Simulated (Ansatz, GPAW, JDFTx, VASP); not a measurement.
**One calculation of InP, 4 ways**

```
CELL_PARAMETERS angstrom
0.00000 2.93050 2.93050
2.93050 0.00000 2.93050
2.93050 2.93050 0.00000
ATOMIC_POSITIONS crystal
In 0.00000 0.00000 0.00000
P 0.75000 0.75000 0.75000
```

Alike in all runs: task single point; functional RPBE; k mesh 8 × 8 × 8; occupations gaussian, width 0.05 eV; no spin polarisation; no spin-orbit coupling. Pressure is positive in compression and, in plane waves, holds the error of the finite cutoff.

| program and potentials | plane-wave cutoff (eV) | notes | band gap (eV) | pressure (GPa) |
| --- | --- | --- | --- | --- |
| Ansatz, all-electron LAPW, scalar-relativistic | - | - | 0.85 | 5.17 |
| GPAW, the program's PAW data sets (release 1.2.1) made for this functional | 600 | - | 0.85 | 4.91 |
| JDFTx, PseudoDojo-SR-PBE-0.5-standard with smoothed tails | 952 | potentials made for PBE | 0.84 | 5.01 |
| VASP, PBE PAW files In_d, P, 520 eV | 520 | potentials made for PBE | 0.84 | 5.10 |

The band gap spans 0.84 (JDFTx, PseudoDojo-SR-PBE-0.5-standard with smoothed tails) to 0.85 eV (Ansatz, all-electron LAPW, scalar-relativistic), with all-electron results at 0.85. The pressure spans 4.91 (GPAW, the program's PAW data sets (release 1.2.1) made for this functional) to 5.17 GPa (Ansatz, all-electron LAPW, scalar-relativistic), with all-electron results at 5.17.

The functional is the same throughout but for its coding, so the spread measures potentials, basis and numerics; runs on potential files found faulty are left out.

The four runs agree almost completely on the gap and closely on the pressure, so the shortfall of the gap against the clearly larger experimental value belongs to the functional, not to the potentials. A semilocal functional lacks the derivative discontinuity that separates the Kohn-Sham gap from the quasiparticle gap. The positive pressure in every run means that RPBE would expand this cell, which lies close to the experimental volume. This fits the functional's known tendency to underbind solids, as its stronger gradient enhancement favours the more inhomogeneous density of stretched bonds.

The two results are linked: the conduction-band minimum of InP is an antibonding s-like state at the zone centre, which falls as the bonds lengthen, so relaxation within RPBE would probably narrow the gap further. Potentials made for PBE bring no visible penalty here, and the GPAW pressure, from data sets made for RPBE, lies furthest from the all-electron value. Agreement at one volume does not, however, establish equal agreement for the bulk modulus.
